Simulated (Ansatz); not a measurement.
# Fitting the PBE0 energy curve of TiAl

Symmetry: Pm-3m, No. 221, cubic system. The conventional cell has a = 3.179 Å, b = 3.179 Å, c = 3.179 Å, α = 90.00°, β = 90.00°, γ = 90.00°. Ti (site symmetry m-3m) has 8 Al at 2.75 Å as nearest neighbours. Al (site symmetry m-3m) is surrounded by 8 Ti at 2.75 Å.

The cell comes from a database or a generator and needn't be the stable form of this composition.

The cell was scaled at fixed shape and fractions and run with Ansatz, Ansatz PAW, cutoff 420 eV; PBE0, k mesh 6 × 6 × 6 on the cell of 2 atoms, fermi-dirac occupations of 0.05 eV, no spin polarisation, no spin-orbit coupling. The potentials were made for PBE. Energies are those that the program minimises, any entropy of the smearing included. For a metal such a mesh isn't converged to the digits shown.

```csv
V (Å³/atom),energy over the lowest row (meV/atom)
15.1007,11.15
15.4219,2.72
15.7432,0.00
16.0645,2.45
16.3858,?
16.7071,20.88
17.0284,36.02
```

**Question.** Fit the third-order Birch-Murnaghan form, give V0, B0 and B′, and predict the energy left open.

**Answer.** With y = (V0/V)^(2/3), E = E0 + (9 V0 B0/16) [(y - 1)³ B′ + (y - 1)² (6 - 4y)]. Least squares through the rows shown give V0 = 15.7463 Å³/atom, E0 = 0.00 meV, B0 = 125.9 GPa (1 eV/Å³ = 160.218 GPa) and B′ = 3.98, with a largest miss of 0.01 meV. At V = 16.3858 the form with these constants gives 9.55 meV; the run gave 9.54 meV an atom.
